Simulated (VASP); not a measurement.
# MnO2 (P6_3/mmc) in VASP: equation of state

How stiff is MnO2 in PBEsol, and what volume does it want? The cell is scaled to several volumes.

Program: VASP 6.6.1. These are calculated values, not measurements. Logs are shortened: lines on timing, memory, paths and dates and some standing lists are left out, and cuts for length are marked.

### 1 The structure

It takes space group P6_3/mmc (No. 194, hexagonal). The conventional cell has a = 2.855 Å, b = 2.855 Å, c = 10.222 Å, α = 90.00°, β = 90.00°, γ = 120.00°. Around Mn (site symmetry -3m) lie 6 O at 1.90 Å. O (site symmetry 3m) is surrounded by 3 Mn at 1.90 Å.

Measurements of this composition are mostly on another form, of space group No. 136.

### 2 Equation of state, PBEsol, collinear spin, ferromagnetic start, 11.30 Å³/atom (volume scaled by 0.94)

File INCAR:

```
  PREC = Accurate
  ENCUT = 520
  EDIFF = 1E-7
  ISMEAR = -1
  SIGMA = 0.05
  LREAL = F
  LASPH = T
  NELM = 100
  ALGO = Normal
  ISIF = 2
  LWAVE = F
  LCHARG = F
  ISPIN = 2
  MAGMOM = 4 4 0 0 0 0
  LORBIT = 11
  LMAXMIX = 4
  GGA = PS
  NBANDS = 38
  KPAR = 2
```

File KPOINTS:

```
regular mesh
0
Gamma
  11 11 3
```

File POSCAR:

```
MnO2
1.0
    2.7966746872      0.0000000000      0.0000000000
   -1.3983373435      2.4219913252      0.0000000000
    0.0000000000      0.0000000000     10.0130771825
Mn O
2 4
Direct
    0.0000000000      0.0000000000      0.5000000000
    0.0000000000      0.0000000000      0.0000000000
    0.6666666667      0.3333333333      0.4068564500
    0.6666666667      0.3333333333      0.0931435500
    0.3333333333      0.6666666667      0.5931435500
    0.3333333333      0.6666666667      0.9068564500
```

Potentials or basis: VASP PAW PBE potentials, release 64 (Mn_pv, O).

Run with:

```console
$ cat potpaw_PBE.64/Mn_pv/POTCAR potpaw_PBE.64/O/POTCAR > POTCAR
$ mpirun -np 2 vasp_std > vasp.out
```

OUTCAR:

```text
PREC = Accurate
   ENCUT = 520
   EDIFF = 1E-7
   ISMEAR = -1
   LREAL = F
   LASPH = T
   NELM = 100
   ISIF = 2
   ISPIN = 2
   LORBIT = 11
   GGA = PS

 Found     32 irreducible k-points:

 Following reciprocal coordinates:
            Coordinates               Weight
  0.000000  0.000000  0.000000      1.000000
  0.090909  0.000000  0.000000      6.000000
  0.181818 -0.000000  0.000000      6.000000
  0.272727  0.000000  0.000000      6.000000
  0.363636  0.000000  0.000000      6.000000
  0.454545  0.000000  0.000000      6.000000
   k-points           NKPTS =     32   k-points in BZ     NKDIM =     32   number of bands    NBANDS=     38
   number of dos      NEDOS =    301   number of ions     NIONS =      6
   total plane-waves  NPLWV =  46080
   dimension x,y,z NGX =    24 NGY =   24 NGZ =   80
   dimension x,y,z NGXF=    48 NGYF=   48 NGZF=  160
   ions per type =               2   4
   NGX,Y,Z   is equivalent  to a cutoff of  14.27, 14.27, 13.28 a.u.
   NGXF,Y,Z  is equivalent  to a cutoff of  28.53, 28.53, 26.56 a.u.
 SYSTEM =  unknown system
   PREC   = accura    normal or accurate (medium, high low for compatibility)
   ISTART =      0    job   : 0-new  1-cont  2-samecut
   ICHARG =      2    charge: 1-file 2-atom 10-const
   ISPIN  =      2    spin polarized calculation?
   LNONCOLLINEAR =      F non collinear calculations
   LSORBIT =      F    spin-orbit coupling
   LASPH  =      T    aspherical Exc in radial PAW
   ENCUT  =  520.0 eV  38.22 Ry    6.18 a.u.   5.20  5.20 18.62*2*pi/ulx,y,z
   NELM   =    100;   NELMIN=  2; NELMDL= -5     # of ELM steps
   EDIFF  = 0.1E-06   stopping-criterion for ELM
   LREAL  =      F    real-space projection
   EDIFFG = 0.1E-05   stopping-criterion for IOM
   NSW    =      0    number of steps for IOM
   IBRION =     -1    ionic relax: 0-MD 1-quasi-New 2-CG
   NFREE  =      0    steps in history (QN), initial steepest desc. (CG)
   ISIF   =      2    stress and relaxation
   ISYM   =      2    0-nonsym 1-usesym 2-fastsym
   POTIM  = 0.5000    time-step for ionic-motion
   TEBEG  =    0.0;   TEEND  =   0.0 temperature during run
   PSTRESS=    0.0 pullay stress
   NELECT =      50.0000    total number of electrons
   NUPDOWN=      -1.0000    fix difference up-down
   EMIN   =  10.00;   EMAX   =-10.00  energy-range for DOS
   EFERMI =   0.00;   METHOD = LEGACY
   ISMEAR =    -1;   SIGMA  =   0.05  broadening in eV -4-tet -1-fermi 0-gaus
   EFERMI_NEDOS =   21; number of points for ismear=-14 and -15
   IALGO  =     38    algorithm
   IMIX   =      4    mixing-type and parameters
     AMIX     =   0.40;   BMIX     =  1.00
     AMIX_MAG =   1.60;   BMIX_MAG =  1.00
  volume/ion in A,a.u.               =      11.30        76.28
  Fermi-wavevector in a.u.,A,eV,Ry     =   1.478895  2.794707 29.757733  2.187132
  Thomas-Fermi vector in A             =   2.593120
   LORBIT       =     11    0 simple, 1 ext, 2 COOP (PROOUT), +10 PAW based schemes
   GGA     = PS    functional components
   LHFCALC =     F    Hartree Fock is set to
   AEXX    =    0.0000 exact exchange contribution
   IVDW    =     0    specifies the selected vdW correction
   LEPSILON=     F    determine dielectric tensor
   LRPA    =     F    only Hartree local field effects (RPA)
 spin polarized calculation
  energy-cutoff  :      520.00
  volume of cell :       67.82
 maximum number of plane-waves:      1843
 NGX is ok and might be reduce to    24
   NGX = 11   NGY = 11   NGZ = 37

 number of electron      50.0000029 magnetization       5.9994752

 Free energy of the ion-electron system (eV)
  ---------------------------------------------------
  ext. energy  EPLUGINS =         0.00000000
  ---------------------------------------------------
  free energy    TOTEN  =       -49.97761223 eV

  energy without entropy =      -49.97746015  energy(sigma->0) =      -49.97753619

 E-fermi :   3.1420     XC(G=0): -10.5272

 val. band max:        2.8661773359   @ k =   0.0909   0.0000   0.0000
 cond. band min:       3.3964894974   @ k =   0.0000   0.0000   0.0000
 fundamental gap:      0.5303121615
 Fermi energy:         3.1420010404

 spin component 1

 k-point     1 :       0.0000    0.0000    0.0000
  band No.  band energies     occupation
      1     -47.4160      1.00000
      2     -47.4160      1.00000
      3     -47.4160      1.00000
      4     -47.4160      1.00000
      5     -47.4032      1.00000
      6     -47.4032      1.00000
[... 29 lines left out ...]
     36      13.3488      0.00000
     37      14.8234      0.00000

 k-point     2 :       0.0909    0.0000    0.0000
  band No.  band energies     occupation
      1     -47.4332      1.00000
      2     -47.4332      1.00000
      3     -47.4198      1.00000
      4     -47.4198      1.00000
      5     -47.4003      1.00000
      6     -47.4003      1.00000
[... 29 lines left out ...]
     36      13.7755      0.00000
     37      15.2008      0.00000

 k-point     3 :       0.1818   -0.0000    0.0000
  band No.  band energies     occupation
      1     -47.4792      1.00000
      2     -47.4792      1.00000
      3     -47.4300      1.00000
      4     -47.4300      1.00000
      5     -47.3925      1.00000
      6     -47.3925      1.00000
[... 29 lines left out ...]
     36      14.8092      0.00000
     37      16.2263      0.00000

 k-point     4 :       0.2727    0.0000    0.0000
  band No.  band energies     occupation
      1     -47.5390      1.00000
      2     -47.5390      1.00000
      3     -47.4435      1.00000
      4     -47.4434      1.00000
      5     -47.3823      1.00000
      6     -47.3823      1.00000
[... 29 lines left out ...]
     36      15.9879      0.00000
     37      16.8442      0.00000

 k-point     5 :       0.3636    0.0000    0.0000
  band No.  band energies     occupation
      1     -47.5935      1.00000
      2     -47.5935      1.00000
      3     -47.4558      1.00000
      4     -47.4557      1.00000
      5     -47.3729      1.00000
      6     -47.3729      1.00000
[... 29 lines left out ...]
     36      16.1614      0.00000
     37      16.9029      0.00000

 k-point     6 :       0.4545    0.0000    0.0000
  band No.  band energies     occupation
      1     -47.6257      1.00000
      2     -47.6257      1.00000
      3     -47.4631      1.00000
      4     -47.4630      1.00000
      5     -47.3673      1.00000
      6     -47.3673      1.00000
[... 29 lines left out ...]
     36      15.3732      0.00000
     37      16.2517      0.00000

 [... further k-points ...]

 spin component 2

 k-point     1 :       0.0000    0.0000    0.0000
  band No.  band energies     occupation
      1     -44.4407      1.00000
      2     -44.4407      1.00000
      3     -44.4407      1.00000
      4     -44.4407      1.00000
      5     -44.2905      1.00000
      6     -44.2904      1.00000
[... 29 lines left out ...]
     36      13.8723      0.00000
     37      15.2481      0.00000

 k-point     2 :       0.0909    0.0000    0.0000
  band No.  band energies     occupation
      1     -44.4610      1.00000
      2     -44.4609      1.00000
      3     -44.4451      1.00000
      4     -44.4451      1.00000
      5     -44.2868      1.00000
      6     -44.2868      1.00000
[... 29 lines left out ...]
     36      14.3052      0.00000
     37      15.6579      0.00000

 k-point     3 :       0.1818   -0.0000    0.0000
  band No.  band energies     occupation
      1     -44.5150      1.00000
      2     -44.5150      1.00000
      3     -44.4568      1.00000
      4     -44.4568      1.00000
      5     -44.2771      1.00000
      6     -44.2771      1.00000
[... 29 lines left out ...]
     36      15.3486      0.00000
     37      16.7520      0.00000

 k-point     4 :       0.2727    0.0000    0.0000
  band No.  band energies     occupation
      1     -44.5851      1.00000
      2     -44.5851      1.00000
      3     -44.4722      1.00000
      4     -44.4722      1.00000
      5     -44.2643      1.00000
      6     -44.2643      1.00000
[... 29 lines left out ...]
     36      16.5506      0.00000
     37      17.3056      0.00000

 k-point     5 :       0.3636    0.0000    0.0000
  band No.  band energies     occupation
      1     -44.6489      1.00000
      2     -44.6489      1.00000
      3     -44.4863      1.00000
      4     -44.4862      1.00000
      5     -44.2525      1.00000
      6     -44.2525      1.00000
[... 29 lines left out ...]
     36      16.5085      0.00000
     37      17.5699      0.00000

 k-point     6 :       0.4545    0.0000    0.0000
  band No.  band energies     occupation
      1     -44.6866      1.00000
      2     -44.6866      1.00000
      3     -44.4946      1.00000
      4     -44.4946      1.00000
      5     -44.2455      1.00000
      6     -44.2455      1.00000
[... 29 lines left out ...]
     36      15.8263      0.00000
     37      16.6972      0.00000

 [... further k-points ...]

 [bands above 37 left out]

------------------------ aborting loop because EDIFF is reached ----------------------------------------

  FORCE on cell =-STRESS in cart. coord.  units (eV):
  Direction    XX          YY          ZZ          XY          YZ          ZX
  --------------------------------------------------------------------------------------
  -------------------------------------------------------------------------------------
  Total        5.3236008      5.3236008      3.5506152      0.0000000     -0.0000000     -0.0000000
  in kB      125.7575194    125.7575194     83.8749156      0.0000000     -0.0000000     -0.0000000
  external PRESSURE =     111.7966514 kB  Pullay stress =       0.0000000 kB

 VOLUME and BASIS-vectors are now :
 -----------------------------------------------------------------------------
  energy-cutoff  :      520.00
  volume of cell :       67.82
      direct lattice vectors                 reciprocal lattice vectors
     2.796674687  0.000000000  0.000000000     0.357567509  0.206441697  0.000000000
    -1.398337343  2.421991325  0.000000000     0.000000000  0.412883395  0.000000000
     0.000000000  0.000000000 10.013077183     0.000000000  0.000000000  0.099869399

 POSITION                                       TOTAL-FORCE (eV/Angst)
 -----------------------------------------------------------------------------------
      0.00000      0.00000      5.00654        -0.000000      0.000000      0.000000
      0.00000      0.00000      0.00000        -0.000000      0.000000      0.000000
      1.39834      0.80733      4.07389        -0.000000      0.000000     -0.878997
      1.39834      0.80733      0.93265        -0.000000     -0.000000      0.878997
     -0.00000      1.61466      5.93919         0.000000      0.000000      0.878997
     -0.00000      1.61466      9.08042         0.000000     -0.000000     -0.878997
 -----------------------------------------------------------------------------------
    total drift:                               -0.000000      0.000000      0.000000

  FREE ENERGIE OF THE ION-ELECTRON SYSTEM (eV)
  ---------------------------------------------------
  free  energy   TOTEN  =       -49.9776122308 eV

  energy  without entropy=      -49.9774601515  energy(sigma->0) =      -49.97753619

 total charge

# of ion       s       p       d       tot
------------------------------------------
    1        0.387   6.535   5.011  11.933
    2        0.387   6.535   5.011  11.933
    3        1.578   3.434   0.000   5.013
    4        1.578   3.434   0.000   5.013
    5        1.578   3.434   0.000   5.013
    6        1.578   3.434   0.000   5.013
--------------------------------------------------
tot          7.087  26.808  10.022  43.917

 magnetization (x)

# of ion       s       p       d       tot
------------------------------------------
    1        0.031   0.042   2.706   2.779
    2        0.031   0.042   2.706   2.779
    3        0.004   0.065   0.000   0.069
    4        0.004   0.065   0.000   0.069
    5        0.004   0.065   0.000   0.069
    6        0.004   0.065   0.000   0.069
--------------------------------------------------
tot          0.077   0.344   5.412   5.833
```

Run time: 1.7 min. Hardware: 2 MPI ranks of Intel Xeon Platinum 8259CL at 2.50GHz (Skylake/Cascade Lake), shared host; peak memory 0.29 GiB.

What came out:

```
Free energy                                           : -49.9776 eV
Pressure                                              : 11.2 GPa
Largest force                                         : 0.879 eV/Å
Band gap on the k mesh                                : 0.53 eV, indirect (least direct gap 0.56 eV)
Net moment                                            : 6.00 μB per cell
Site moments                                          : Mn +2.78; O +0.07 μB
Valence electrons inside the program's atomic spheres : Mn 11.93; O 5.01
```

Caveat: the PAW data sets were made with another functional, which shifts forces and pressure a little; an odd mesh through Γ misses points on the zone boundary, where band edges often lie; only a ferromagnetic start was run, and an antiferromagnetic order may lie lower in energy.

### 3 Equation of state, PBEsol, collinear spin, ferromagnetic start, 11.54 Å³/atom (volume scaled by 0.96)

INCAR is that of step 2.

KPOINTS is that of step 2.

POSCAR, as its differences from that of step 2:

```diff
@@ -2,5 +2,5 @@
 1.0
-    2.7966746872      0.0000000000      0.0000000000
-   -1.3983373435      2.4219913252      0.0000000000
-    0.0000000000      0.0000000000     10.0130771825
+    2.8163702283      0.0000000000      0.0000000000
+   -1.4081851141      2.4390481641      0.0000000000
+    0.0000000000      0.0000000000     10.0835941339
 Mn O
```

Potentials or basis: VASP PAW PBE potentials, release 64 (Mn_pv, O).

Run with:

```console
$ cat potpaw_PBE.64/Mn_pv/POTCAR potpaw_PBE.64/O/POTCAR > POTCAR
$ mpirun -np 2 vasp_std > vasp.out
```

It took 94 s on 2 MPI ranks of Intel Xeon Platinum 8259CL at 2.50GHz (Skylake/Cascade Lake), shared host; peak memory 0.3 GiB.

It converged, with:

```yaml
Free_energy: -50.0591 eV
Pressure: 6.5 GPa
Largest_force: 0.522 eV/Å
Band_gap_on_the_k_mesh: 0.61 eV, indirect (least direct gap 0.65 eV)
Net_moment: 6.00 μB per cell
Site_moments: Mn +2.80; O +0.06 μB
Valence_electrons_inside_the_program's_atomic_spheres: Mn 11.88; O 5.00
```

Caveat: the PAW data sets were made with another functional, which shifts forces and pressure a little; an odd mesh through Γ misses points on the zone boundary, where band edges often lie; only a ferromagnetic start was run, and an antiferromagnetic order may lie lower in energy.

### 4 Equation of state, PBEsol, collinear spin, ferromagnetic start, 11.78 Å³/atom (volume scaled by 0.98)

INCAR is that of step 3.

KPOINTS is that of step 3.

POSCAR, as its differences from that of step 3:

```diff
@@ -2,5 +2,5 @@
 1.0
-    2.8163702283      0.0000000000      0.0000000000
-   -1.4081851141      2.4390481641      0.0000000000
-    0.0000000000      0.0000000000     10.0835941339
+    2.8357940850      0.0000000000      0.0000000000
+   -1.4178970425      2.4558697175      0.0000000000
+    0.0000000000      0.0000000000     10.1531383600
 Mn O
```

Run with:

```console
$ cat potpaw_PBE.64/Mn_pv/POTCAR potpaw_PBE.64/O/POTCAR > POTCAR
$ mpirun -np 2 vasp_std > vasp.out
```

Wall time 96 s (2 MPI ranks of Intel Xeon Platinum 8259CL at 2.50GHz (Skylake/Cascade Lake), shared host); peak memory 0.3 GiB.

Results (log left out):

| Quantity | Value |
| --- | --- |
| Free energy | -50.1004 eV |
| Pressure | 2.3 GPa |
| Largest force | 0.194 eV/Å |
| Band gap on the k mesh | 0.69 eV, indirect (least direct gap 0.73 eV) |
| Net moment | 6.00 μB per cell |
| Site moments | Mn +2.82; O +0.05 μB |
| Valence electrons inside the program's atomic spheres | Mn 11.82; O 4.99 |

Caveat: the PAW data sets were made with another functional, which shifts forces and pressure a little; an odd mesh through Γ misses points on the zone boundary, where band edges often lie; only a ferromagnetic start was run, and an antiferromagnetic order may lie lower in energy.

### 5 Equation of state, PBEsol, collinear spin, ferromagnetic start, 12.27 Å³/atom (volume scaled by 1.02)

INCAR is that of step 4.

KPOINTS is that of step 4.

POSCAR, as its differences from that of step 4:

```diff
@@ -2,5 +2,5 @@
 1.0
-    2.8357940850      0.0000000000      0.0000000000
-   -1.4178970425      2.4558697175      0.0000000000
-    0.0000000000      0.0000000000     10.1531383600
+    2.8738629778      0.0000000000      0.0000000000
+   -1.4369314888      2.4888383457      0.0000000000
+    0.0000000000      0.0000000000     10.2894383606
 Mn O
```

Run with:

```console
$ cat potpaw_PBE.64/Mn_pv/POTCAR potpaw_PBE.64/O/POTCAR > POTCAR
$ mpirun -np 2 vasp_std > vasp.out
```

Wall time 96 s (2 MPI ranks of Intel Xeon Platinum 8259CL at 2.50GHz (Skylake/Cascade Lake), shared host); peak memory 0.3 GiB.

It converged, with:

* Free energy: -50.0797 eV
* Pressure: -4.8 GPa
* Largest force: 0.385 eV/Å
* Band gap on the k mesh: 0.84 eV, indirect (least direct gap 0.89 eV)
* Net moment: 6.00 μB per cell
* Site moments: Mn +2.85; O +0.03 μB
* Valence electrons inside the program's atomic spheres: Mn 11.72; O 4.96

Caveat: the PAW data sets were made with another functional, which shifts forces and pressure a little; an odd mesh through Γ misses points on the zone boundary, where band edges often lie; only a ferromagnetic start was run, and an antiferromagnetic order may lie lower in energy.

(Part 1 of 2 ends here.)
